Moving one half of a crystal against the other looks like stretching a spring. If every tin atom in rocksalt SnSe slides the same way by a distance u, the restoring force should grow in proportion to u and the energy as u². The cell keeps its size, so the pressure might be expected to stay where it was. The calculation, made in the local density approximation (LDA), agrees with the first guess only for small shifts and contradicts the second.

Rocksalt SnSe (2-atom cell, a = 5.893 Å, 25.58 Å³ per atom), all Sn atoms shifted together along [0, −1, −1], Se and cell fixed. Ansatz 0.2.0, plane-wave PAW, scalar-relativistic LDA, no spin polarisation, 420 eV cutoff, Gamma-centred 8×8×8 k mesh, 0.05 eV Gaussian smearing. Free energies are relative to the unshifted cell; pressure is positive in compression.

```
displacement (Å)  energy change (eV a cell)  force along direction (eV/Å summed over the moved atoms)  pressure (GPa)  gap on mesh (eV)
            -0.1                      0.002                                                     0.053            0.16             0.761
           -0.05                      0.001                                                     0.021            0.03             0.774
               0                      0.000                                                     0.000           -0.01             0.777
          0.0125                      0.000                                                    -0.005           -0.01             0.777
           0.025                      0.000                                                    -0.010            0.00             0.777
          0.0375                      0.000                                                    -0.015            0.01             0.776
          0.0625                      0.001                                                    -0.028            0.05             0.772
           0.075                      0.001                                                    -0.035            0.08             0.769
          0.0875                      0.002                                                    -0.043            0.12             0.765
```

The sign of the displacement only names the direction. Each selenium site is a centre of inversion of the crystal at rest, so a shift of +u and one of −u give mirror images with the same energy. The rows at −0.1 and −0.05 Å therefore belong to the same curve as the positive ones. The force always points back towards the rest position, which is a single minimum along this line. The shifted crystals have a lower symmetry than the rocksalt structure they start from.

The same symmetry fixes the form of the energy. Only even powers of u survive, and for small shifts the first two are enough:

E(u) = A u² + B u⁴

Here E is the energy change of the cell, A the strength of the spring and B its stiffening. If A stood alone, doubling the shift would multiply the energy by 4. The unrounded energies, printed in the output below, give a factor of 4.1 from 0.025 to 0.05 Å and 4.5 from 0.05 to 0.1 Å. The spring hardens as it is stretched.

To see how much it hardens, take the spring from the row at 0.025 Å and carry it unchanged to 0.1 Å, a row that played no part in setting it. It predicts 1.95 meV where the calculation gives 2.29 meV, so it falls short by 15 % of the computed energy. That is a large departure for a shift of only about 3 % of the distance between tin and selenium. The question is why the fourth power shows so early.

The contacts around a tin atom show where the resistance comes from. Of its six selenium neighbours, two come closer, two recede and two are merely passed sideways. At 0.1 Å the short contacts measure 2.88 Å and the long ones 3.02 Å, against 2.95 Å at rest. Repulsion between filled electron shells rises steeply as atoms approach, so the short contacts cost more than the long ones save. Repulsion alone would make a stiff spring.

Two other effects pull the opposite way. The upper filled states are mostly selenium 4p with some tin 5s, and the empty ones above them are mostly tin 5p. At rest, the influences of opposite neighbours cancel for some pairs of these states; after the shift the nearer neighbour wins, the pair can mix, and the filled state sinks. In addition, the displaced ions form aligned electric dipoles, whose field favours a further shift. This is the standard account of soft polar motion in such crystals, and it makes A a difference:

A = R − G

R stands for the cost in repulsion and G for the gain from mixing and dipoles. If the two nearly cancel, A is small, while B need not be. Repulsion adds to B because it steepens at short distance, and mixing adds to it because its gain levels off as the states move apart. The fourth power then becomes visible while the shift is still small. The total energies contain R and G together, so this argument needs support from another quantity.

The pressure offers that support, because it tells how the energy cost would change in a larger cell. Pressure is minus the slope of energy against volume V. Subtracting the rest position from the shifted one, with the shift kept at the same fraction of the cell edge, leaves

ΔP = −∂E/∂V

where ΔP is the pressure rise caused by the shift. A positive ΔP therefore means that the shift becomes cheaper when the crystal expands.

The row at −0.1 Å serves as the worked case. Its pressure rise is 0.1735 GPa, and 1 % of the cell volume is 0.01 × 2 × 25.58 = 0.51 Å³. With 1 eV/Å³ equal to 160.2 GPa, the energy cost falls by

0.1735 / 160.2 × 0.51 eV ≈ 0.00055 eV

or about 0.55 meV.

Set against a cost of 2.29 meV, this is a loss of 24 % for a volume growth of 1 %. For an ordinary lattice vibration the corresponding loss is typically a few per cent. Such sensitivity is what a near cancellation produces. Repulsion fades quickly with distance while the gain fades more slowly, and a modest change in R becomes a large relative change in the small remainder R − G. The pressure thus supports the balance of two larger terms, although it does not measure either of them.

It also shows which part of the energy depends on volume. From 0.025 to 0.05 Å and again from 0.05 to 0.1 Å, the pressure rise grows by a factor of 4.0, as a pure u² law demands. Within this range the stiffening B hardly changes with volume, and nearly all the sensitivity sits in A. A slightly compressed crystal should therefore behave more like the simple spring of the opening guess. A slightly expanded one should have a flatter bottom to its well and show the fourth power sooner.

The outward push itself can be pictured with the same contacts. Their mean length grows by about 0.001 Å at the largest shift, and with ideal springs between the atoms this would pull the cell inward. The calculated crystal pushes outward instead, as expected if a shortened contact gains more repulsion than a lengthened one loses. Most of the stress fits this picture. It rises by 0.23 GPa along each of the two axes whose contacts change length, but by only 0.06 GPa along the axis whose contacts are tilted. That smaller rise needs another source, since tilting makes those contacts slightly longer.

The gap on mesh, the smallest energy difference between filled and empty states at the sampled k points (the wave vectors of the electrons), is the irregular column. Mixing across the gap should push levels apart, yet this gap narrows by 16 meV at the largest shift. The energy gain can come from many pairs of states, so the pair at the edge need not follow the trend of the whole. The column also describes only the sampled points: the mesh can miss the true band edges, and spin–orbit coupling, which matters there, is left out. It is therefore no guide to the measured gap.

Nor does the gap narrow smoothly. A single u² curve through the rest position and the largest shift would already have dropped by 1 meV at 0.025 Å, but the calculated gap has not moved there. It starts to fall only at the next larger shift. The likely reason is that the smallest gap passes from one pair of states to another. The later rows support this: from 0.0375 Å on, the gap falls nearly as u², but along a curve that starts about 1.5 meV above the calculated gap at rest. Such a crossing puts a kink in the gap while the total energy stays smooth.

For practical use, the size of the cell matters more than the smoothness of the energy curve suggests. Drawn on as a straight line from the row at 0.025 Å, the loss of stiffness would use up the spring after a volume growth of about 3.5 %, or a little over 1 % in the cell edge. This is a rough guide rather than a predicted transition, but LDA commonly makes cells too small by a similar amount. The single well may therefore owe its existence to the cell chosen. The run also combined LDA with PAW datasets made for PBE, a mismatch that can shift both the cell size and the small remainder A, by an amount not tested here. In a cubic crystal the u² term is the same for every direction of the shift, so at the present size the tin atoms return to the centre from any small common shift. Patterns in which neighbouring cells move differently were not tested, and SnSe at ambient conditions is in fact orthorhombic, not rocksalt. Whether the tin atoms would still return to the centre in a cell 1 or 2 % longer is the question that the same scan, repeated at that size, would answer.

Output of the analysis:

```
Unrounded energy and pressure rise with the three pairs of Sn-Se contacts:
     row  energy meV  pressure rise GPa  short pair A  long pair A  tilted pair A
    -0.1        2.29             0.1735         2.877        3.018          2.948
   -0.05       0.504            0.04338         2.911        2.982          2.947
     0.0           0                  0         2.947        2.947          2.947
  0.0125     0.03013           0.002719         2.938        2.955          2.947
   0.025      0.1216            0.01085         2.929        2.964          2.947
  0.0375      0.2778            0.02441          2.92        2.973          2.947
  0.0625      0.8079            0.06779         2.903        2.991          2.947
   0.075       1.199            0.09761         2.894            3          2.947
  0.0875       1.689             0.1328         2.885        3.009          2.948
Energy at 0.05 over energy at 0.025 (pure spring 4): 4.144
Energy at 0.1 over energy at 0.05 (pure spring 4): 4.544
Force at 0.1 over force at 0.05 (pure spring 2): 2.524
Energy at 0.1 if the spring of 0.025 held, meV: 1.946
Share of the energy at 0.1 beyond that spring, %: 15.02
Pressure rise at 0.05 over that at 0.025: 3.997
Pressure rise at 0.1 over that at 0.05: 4
Mean Sn-Se contact at 0.1 less that at rest, A: 0.001131
Stress rise at 0.1 along the axis of the tilted pair, GPa: 0.05584
Stress rise at 0.1 along each axis of the short and long pairs, GPa: 0.2324
Fall of the energy cost at 0.1 for 1 % more volume, meV: 0.5541
The same as share of the cost at 0.1, %: 24.19
The same share at 0.025, %: 28.49
Volume growth that would cancel the cost at 0.025 by straight extrapolation, %: 3.51
Drop of the mesh gap from rest to 0.1, meV: 16.05
Drop at 0.025 expected from one quadratic curve, meV: 1.003
Drop at 0.025 computed, meV: -0.03
```
